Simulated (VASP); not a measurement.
# NaF (Fm-3m) in VASP: a series of runs

The runs below take NaF through relaxation of cell and atoms, single point, with PBEsol, RPBE.

All numbers are computed with VASP 6.6.1; they aren't measurements. Logs are shortened: lines on timing, memory, paths and dates and some standing lists are left out, and cuts for length are marked.

## Step 1: Starting point

It takes space group Fm-3m (No. 225, cubic). Conventional cell: a = 4.640 Å, b = 4.640 Å, c = 4.640 Å, α = 90.00°, β = 90.00°, γ = 90.00°. Na (site symmetry m-3m) has 6 F at 2.32 Å as nearest neighbours. F (site symmetry m-3m) is surrounded by 6 Na at 2.32 Å.

## Step 2: Relaxation of cell and atoms, PBEsol

File INCAR:

```
SYSTEM = NaF
PREC = Accurate ; ENCUT = 300
EDIFF = 1E-7 ; ISMEAR = 0
SIGMA = 0.02 ; LREAL = .FALSE.
LASPH = .TRUE. ; NELM = 80
ALGO = Fast ; ISIF = 3
LWAVE = .FALSE. ; LCHARG = .FALSE.
GGA = PS ; IBRION = 2
NSW = 90 ; EDIFFG = -0.005
```

File KPOINTS:

```
regular mesh
0
G
  8 8 8
  0 0 0
```

File POSCAR:

```
NaF
1.0
    0.0000000000      2.3200000000      2.3200000000
    2.3200000000      0.0000000000      2.3200000000
    2.3200000000      2.3200000000      0.0000000000
Na F
1 1
Direct
    0.0000000000      0.0000000000      0.0000000000
    0.5000000000      0.5000000000      0.5000000000
```

Potentials or basis: VASP PAW PBE potentials, release 64 (Na_pv, F).

The run is started by

```console
$ cat potpaw_PBE.64/Na_pv/POTCAR potpaw_PBE.64/F/POTCAR > POTCAR
$ mpirun -np 1 vasp_std > vasp.out
```

OUTCAR:

```text
SYSTEM = NaF
   PREC = Accurate
   ENCUT = 300
   EDIFF = 1E-7
   ISMEAR = 0
   LREAL = .FALSE.
   LASPH = .TRUE.
   NELM = 80
   ISIF = 3
   GGA = PS
   IBRION = 2
   NSW = 90
   EDIFFG = -0.005

 ion  position               nearest neighbor table
   1  0.000  0.000  0.000-   2 2.32   2 2.32   2 2.32   2 2.32   2 2.32   2 2.32
   2  0.500  0.500  0.500-   1 2.32   1 2.32   1 2.32   1 2.32   1 2.32   1 2.32

  LATTYP: Found a face centered cubic cell.
 ALAT       =     4.6400000000

  Lattice vectors:

 A1 = (   0.0000000000,   2.3200000000,   2.3200000000)
 A2 = (   2.3200000000,   0.0000000000,   2.3200000000)
 A3 = (   2.3200000000,   2.3200000000,   0.0000000000)

Analysis of symmetry for initial positions (statically):
=====================================================================
 Subroutine PRICEL returns:
 Original cell was already a primitive cell.

 Routine SETGRP: Setting up the symmetry group for a
 face centered cubic supercell.

 Subroutine GETGRP returns: Found 48 space group operations
 (whereof 48 operations were pure point group operations)
 out of a pool of 48 trial point group operations.

The static configuration has the point symmetry O_h .

Analysis of symmetry for dynamics (positions and initial velocities):
=====================================================================
 Subroutine PRICEL returns:
 Original cell was already a primitive cell.

 Routine SETGRP: Setting up the symmetry group for a
 face centered cubic supercell.

 Subroutine GETGRP returns: Found 48 space group operations
 (whereof 48 operations were pure point group operations)
 out of a pool of 48 trial point group operations.

The dynamic configuration has the point symmetry O_h .

 Subroutine INISYM returns: Found 48 space group operations
 (whereof 48 operations are pure point group operations),
 and found     1 'primitive' translations

----------------------------------------------------------------------------------------

                                     Primitive cell

  volume of cell :      24.9743

  direct lattice vectors                    reciprocal lattice vectors
     0.000000000  2.320000000  2.320000000    -0.215517241  0.215517241  0.215517241
     2.320000000  0.000000000  2.320000000     0.215517241 -0.215517241  0.215517241
     2.320000000  2.320000000  0.000000000     0.215517241  0.215517241 -0.215517241

  length of vectors
     3.280975465  3.280975465  3.280975465     0.373286812  0.373286812  0.373286812

  position of ions in fractional coordinates (direct lattice)
     0.000000000  0.000000000  0.000000000
     0.500000000  0.500000000  0.500000000

  ion indices of the primitive-cell ions
   primitive index   ion index
                 1           1
                 2           2

----------------------------------------------------------------------------------------

 KPOINTS: regular mesh

Automatic generation of k-mesh.
 Grid dimensions read from file:
 generate k-points for:    8    8    8

 Generating k-lattice:

  Cartesian coordinates                     Fractional coordinates (reciprocal lattice)
    -0.026939655  0.026939655  0.026939655     0.125000000  0.000000000  0.000000000
     0.026939655 -0.026939655  0.026939655     0.000000000  0.125000000  0.000000000
     0.026939655  0.026939655 -0.026939655     0.000000000  0.000000000  0.125000000

  Length of vectors
     0.046660851  0.046660851  0.046660851

  Shift w.r.t. Gamma in fractional coordinates (k-lattice)
     0.000000000  0.000000000  0.000000000

 Subroutine IBZKPT returns following result:
 ===========================================

 Found     29 irreducible k-points:

 Following reciprocal coordinates:
            Coordinates               Weight
  0.000000  0.000000  0.000000      1.000000
  0.125000  0.000000  0.000000      8.000000
  0.250000  0.000000  0.000000      8.000000
  0.375000  0.000000  0.000000      8.000000
  0.500000  0.000000  0.000000      4.000000
  0.125000  0.125000  0.000000      6.000000
[... 16 lines left out ...]
  0.500000  0.250000  0.125000     48.000000
 -0.375000  0.250000  0.125000     24.000000
 [... further k-points ...]
   k-points           NKPTS =     29   k-points in BZ     NKDIM =     29   number of bands    NBANDS=     11
   number of dos      NEDOS =    301   number of ions     NIONS =      2
   total plane-waves  NPLWV =   8000
   dimension x,y,z NGX =    20 NGY =   20 NGZ =   20
   dimension x,y,z NGXF=    40 NGYF=   40 NGZF=   40
   ions per type =               1   1
   NGX,Y,Z   is equivalent  to a cutoff of  10.13, 10.13, 10.13 a.u.
   NGXF,Y,Z  is equivalent  to a cutoff of  20.27, 20.27, 20.27 a.u.
 SYSTEM =  NaF
   PREC   = accura    normal or accurate (medium, high low for compatibility)
   ISTART =      0    job   : 0-new  1-cont  2-samecut
   ICHARG =      2    charge: 1-file 2-atom 10-const
   ISPIN  =      1    spin polarized calculation?
   LNONCOLLINEAR =      F non collinear calculations
   LSORBIT =      F    spin-orbit coupling
   LASPH  =      T    aspherical Exc in radial PAW
   ENCUT  =  300.0 eV  22.05 Ry    4.70 a.u.   4.63  4.63  4.63*2*pi/ulx,y,z
   NELM   =     80;   NELMIN=  2; NELMDL= -5     # of ELM steps
   EDIFF  = 0.1E-06   stopping-criterion for ELM
   LREAL  =      F    real-space projection
   EDIFFG = -.5E-02   stopping-criterion for IOM
   NSW    =     90    number of steps for IOM
   IBRION =      2    ionic relax: 0-MD 1-quasi-New 2-CG
   NFREE  =      1    steps in history (QN), initial steepest desc. (CG)
   ISIF   =      3    stress and relaxation
   ISYM   =      2    0-nonsym 1-usesym 2-fastsym
   POTIM  = 0.5000    time-step for ionic-motion
   TEBEG  =    0.0;   TEEND  =   0.0 temperature during run
   PSTRESS=    0.0 pullay stress
   NELECT =      14.0000    total number of electrons
   NUPDOWN=      -1.0000    fix difference up-down
   EMIN   =  10.00;   EMAX   =-10.00  energy-range for DOS
   EFERMI =   0.00;   METHOD = LEGACY
   ISMEAR =     0;   SIGMA  =   0.02  broadening in eV -4-tet -1-fermi 0-gaus
   EFERMI_NEDOS =   21; number of points for ismear=-14 and -15
   IALGO  =     68    algorithm
   IMIX   =      4    mixing-type and parameters
     AMIX     =   0.40;   BMIX     =  1.00
     AMIX_MAG =   1.60;   BMIX_MAG =  1.00
  volume/ion in A,a.u.               =      12.49        84.27
  Fermi-wavevector in a.u.,A,eV,Ry     =   1.349852  2.550851 24.791186  1.822101
  Thomas-Fermi vector in A             =   2.477405
   LORBIT       =      0    0 simple, 1 ext, 2 COOP (PROOUT), +10 PAW based schemes
   GGA     = PS    functional components
   LHFCALC =     F    Hartree Fock is set to
   AEXX    =    0.0000 exact exchange contribution
   IVDW    =     0    specifies the selected vdW correction
   LEPSILON=     F    determine dielectric tensor
   LRPA    =     F    only Hartree local field effects (RPA)
 conjugate gradient relaxation of ions
 non-spin polarized calculation
 RMM-DIIS sequential band-by-band and
 Gauss-broadening in eV      SIGMA  =   0.02
  energy-cutoff  :      300.00
  volume of cell :       24.97
 maximum number of plane-waves:       304
   NGX =  9   NGY =  9   NGZ =  9

--------------------------------------- Ionic step        1  -------------------------------------------

 number of electron      13.9999951 magnetization

 Free energy of the ion-electron system (eV)
  ---------------------------------------------------
  ext. energy  EPLUGINS =         0.00000000
  ---------------------------------------------------
  free energy    TOTEN  =        -8.94605165 eV

  energy without entropy =       -8.94605165  energy(sigma->0) =       -8.94605165

 E-fermi :  -2.1145     XC(G=0):  -9.2814

 val. band max:       -2.3190437313   @ k =   0.0000   0.0000   0.0000
 cond. band min:       3.9625254990   @ k =   0.0000   0.0000   0.0000
 fundamental gap:      6.2815692302
 Fermi energy:        -2.1145464895

 k-point     1 :       0.0000    0.0000    0.0000
  band No.  band energies     occupation
      1     -21.4493      2.00000
      2     -20.9672      2.00000
      3     -20.9672      2.00000
      4     -20.9672      2.00000
      5      -2.3191      2.00000
      6      -2.3190      2.00000
      7      -2.3190      2.00000
      8       3.9625      0.00000
      9      16.6887      0.00000
     10      16.6887      0.00000
     11      16.6887      0.00000
[... 869 lines left out ...]
 POSITION                                       TOTAL-FORCE (eV/Angst)
 -----------------------------------------------------------------------------------
      2.12643      2.12643     -0.00000        -0.000000      0.000000      0.000000
      2.12643      2.12643      2.12643         0.000000     -0.000000     -0.000000
 -----------------------------------------------------------------------------------
    total drift:                                0.000000      0.000000      0.000000

  FREE ENERGIE OF THE ION-ELECTRON SYSTEM (eV)
  ---------------------------------------------------
  free  energy   TOTEN  =        -9.9571231375 eV

  energy  without entropy=       -9.9571231375  energy(sigma->0) =       -9.95712314

--------------------------------------- Ionic step        7  -------------------------------------------

 number of electron      13.9999997 magnetization

 Free energy of the ion-electron system (eV)
  ---------------------------------------------------
  ext. energy  EPLUGINS =         0.00000000
  ---------------------------------------------------
  free energy    TOTEN  =        -9.95718343 eV

  energy without entropy =       -9.95718343  energy(sigma->0) =       -9.95718343

 E-fermi :  -0.6424     XC(G=0): -10.6913

 val. band max:       -0.8576981184   @ k =   0.0000   0.0000   0.0000
 cond. band min:       6.9670021549   @ k =   0.0000   0.0000   0.0000
 fundamental gap:      7.8247002733
 Fermi energy:        -0.6423554967

 k-point     1 :       0.0000    0.0000    0.0000
  band No.  band energies     occupation
      1     -20.4662      2.00000
      2     -18.9012      2.00000
      3     -18.9012      2.00000
      4     -18.9012      2.00000
      5      -0.8577      2.00000
      6      -0.8577      2.00000
      7      -0.8577      2.00000
      8       6.9670      0.00000
      9      19.8671      0.00000
     10      19.8671      0.00000
     11      19.8671      0.00000
[... 344 lines left out ...]
 POSITION                                       TOTAL-FORCE (eV/Angst)
 -----------------------------------------------------------------------------------
      0.00000      0.00000      0.00000         0.000000      0.000000      0.000000
      2.12497      2.12497      2.12497        -0.000000      0.000000     -0.000000
 -----------------------------------------------------------------------------------
    total drift:                                0.000000      0.000000      0.000000

  FREE ENERGIE OF THE ION-ELECTRON SYSTEM (eV)
  ---------------------------------------------------
  free  energy   TOTEN  =        -9.9571834322 eV

  energy  without entropy=       -9.9571834322  energy(sigma->0) =       -9.95718343

 reached required accuracy - stopping structural energy minimisation
```

It took 33 s on 1 thread of AMD EPYC 7R13 (Zen 3), shared host; peak memory 0.09 GiB.

The run converged, but a check on its numbers failed (symmetry, net force, bounds or a known fault of this set-up), so they aren't taken as properties of the crystal.

Caveat: the cutoff lies under the usual one of these potentials, so the numbers hold a large basis-set error; the volume moved by over 15 % at a fixed basis, so the end points are rough; the PAW data sets were made with another functional, which shifts forces and pressure a little; the volume moved by -23 % from the deposited cell, more than functionals usually miss.

## Step 3: Relaxation of cell and atoms, PBEsol

INCAR, as its differences from that of step 2:

```diff
@@ -1,3 +1,3 @@
 SYSTEM = NaF
-PREC = Accurate ; ENCUT = 300
+PREC = Accurate ; ENCUT = 600
 EDIFF = 1E-7 ; ISMEAR = 0
```

File KPOINTS:

```
regular mesh
0
G
  4 4 4
  0 0 0
```

POSCAR is that of step 2.

Potentials or basis: VASP PAW PBE potentials, release 64 (Na_pv, F).

The run is started by

```console
$ cat potpaw_PBE.64/Na_pv/POTCAR potpaw_PBE.64/F/POTCAR > POTCAR
$ mpirun -np 1 vasp_std > vasp.out
```

OUTCAR:

```text
SYSTEM = NaF
   PREC = Accurate
   ENCUT = 600
   EDIFF = 1E-7
   ISMEAR = 0
   LREAL = .FALSE.
   LASPH = .TRUE.
   NELM = 80
   ISIF = 3
   GGA = PS
   IBRION = 2
   NSW = 90
   EDIFFG = -0.005

 ion  position               nearest neighbor table
   1  0.000  0.000  0.000-   2 2.32   2 2.32   2 2.32   2 2.32   2 2.32   2 2.32
   2  0.500  0.500  0.500-   1 2.32   1 2.32   1 2.32   1 2.32   1 2.32   1 2.32

  LATTYP: Found a face centered cubic cell.
 ALAT       =     4.6400000000

  Lattice vectors:

 A1 = (   0.0000000000,   2.3200000000,   2.3200000000)
 A2 = (   2.3200000000,   0.0000000000,   2.3200000000)
 A3 = (   2.3200000000,   2.3200000000,   0.0000000000)

Analysis of symmetry for initial positions (statically):
[... 168 lines left out ...]
  Total       -0.0674087     -0.0674087     -0.0674087      0.0000000      0.0000000     -0.0000000
  in kB       -4.3244678     -4.3244678     -4.3244678      0.0000000      0.0000000     -0.0000000
  external PRESSURE =      -4.3244678 kB  Pullay stress =       0.0000000 kB
[... 59 lines left out ...]
--------------------------------------- Ionic step        3  -------------------------------------------

 number of electron      14.0000006 magnetization

 Free energy of the ion-electron system (eV)
  ---------------------------------------------------
  ext. energy  EPLUGINS =         0.00000000
  ---------------------------------------------------
  free energy    TOTEN  =        -8.77056799 eV

  energy without entropy =       -8.77056799  energy(sigma->0) =       -8.77056799

 E-fermi :  -2.0059     XC(G=0):  -9.3619

 val. band max:       -2.1531966550   @ k =   0.0000   0.0000   0.0000
 cond. band min:       4.0386381555   @ k =   0.0000   0.0000   0.0000
 fundamental gap:      6.1918348105
 Fermi energy:        -2.0059450519

 k-point     1 :       0.0000    0.0000    0.0000
  band No.  band energies     occupation
      1     -21.2203      2.00000
      2     -20.9053      2.00000
      3     -20.9053      2.00000
      4     -20.9053      2.00000
      5      -2.1532      2.00000
      6      -2.1532      2.00000
      7      -2.1532      2.00000
      8       4.0386      0.00000
      9      16.7314      0.00000
     10      16.7314      0.00000
     11      16.7314      0.00000
[... 125 lines left out ...]
  FREE ENERGIE OF THE ION-ELECTRON SYSTEM (eV)
  ---------------------------------------------------
  free  energy   TOTEN  =        -8.7705679868 eV

  energy  without entropy=       -8.7705679868  energy(sigma->0) =       -8.77056799

 reached required accuracy - stopping structural energy minimisation
```

It took 20 s on 1 thread of AMD EPYC 7R13 (Zen 3), shared host; peak memory 0.12 GiB.

Results:

```
Free energy                            : -8.7706 eV
Relaxed volume                         : 12.37 Å³/atom
Relaxed cell                           : a = 3.270 Å, b = 3.270 Å, c = 3.270 Å, α = 60.00°, β = 60.00°, γ = 60.00°
Space group after relaxing (to 0.05 Å) : Fm-3m (No. 225)
Energy gained by relaxing              : 0.2 meV/atom
Ionic steps                            : 3
Pressure after relaxing                : 0.0 GPa
Band gap on the k mesh                 : 6.19 eV, direct
```

Step by step:
| step | energy change (eV) | largest force (eV/Å) | pressure (GPa) | volume (Å³) |
| --- | --- | --- | --- | --- |
| 1 | 0.0000 | 0.0000 | -0.43 | 24.97 |
| 2 | -0.0003 | 0.0000 | -0.23 | 24.85 |
| 3 | -0.0003 | 0.0000 | 0.00 | 24.74 |

Final structure:
```
Na F
1.0
     0.00000    2.31258    2.31258
     2.31258    0.00000    2.31258
     2.31258    2.31258    0.00000
Na F
1 1
Direct
  0.00000 0.00000 0.00000
  0.50000 0.50000 0.50000
```

Caveat: the k mesh is coarse (spacing up to 0.59 Å⁻¹), so the values aren't converged; the PAW data sets were made with another functional, which shifts forces and pressure a little.

## Step 4: Single point, PBEsol

File INCAR:

```
SYSTEM = NaF
  ALGO = Fast
  EDIFF = 1E-6
  ENCUT = 520
  GGA = PS
  ISIF = 2
  ISMEAR = 0
  LASPH = .True.
  LCHARG = .False.
  LREAL = .False.
  LWAVE = .False.
  NBANDS = 14
  NELM = 80
  PREC = Accurate
  SIGMA = 0.02
```

File KPOINTS:

```
k-points
0
Gamma
  8 8 8
  0 0 0
```

POSCAR is that of step 3.

The run is started by

```console
$ cat potpaw_PBE.64/Na_pv/POTCAR potpaw_PBE.64/F/POTCAR > POTCAR
$ mpirun -np 1 vasp_std > vasp.out
```

It took 16 s on 1 thread of AMD EPYC 7R13 (Zen 3), shared host; peak memory 0.1 GiB.

Results (log left out):

```yaml
Free_energy: -8.7688 eV
Pressure: -0.4 GPa
Band_gap_on_the_k_mesh: 6.14 eV, direct
```

Levels at points of the mesh, in eV from the valence-band top:
| k point | band 5 | band 6 | band 7 | band 8 | band 9 | band 10 |
| --- | --- | --- | --- | --- | --- | --- |
| (0.00, 0.00, 0.00) | 0.00 | 0.00 | 0.00 | 6.14 | 18.82 | 18.82 |
| (0.50, 0.00, 0.00) | -1.61 | -0.26 | -0.26 | 10.58 | 12.30 | 19.94 |
| (0.50, 0.50, 0.00) | -1.29 | -0.41 | -0.41 | 12.95 | 13.08 | 13.49 |

Caveat: the PAW data sets were made with another functional, which shifts forces and pressure a little.

(Part 1 of 2 ends here.)
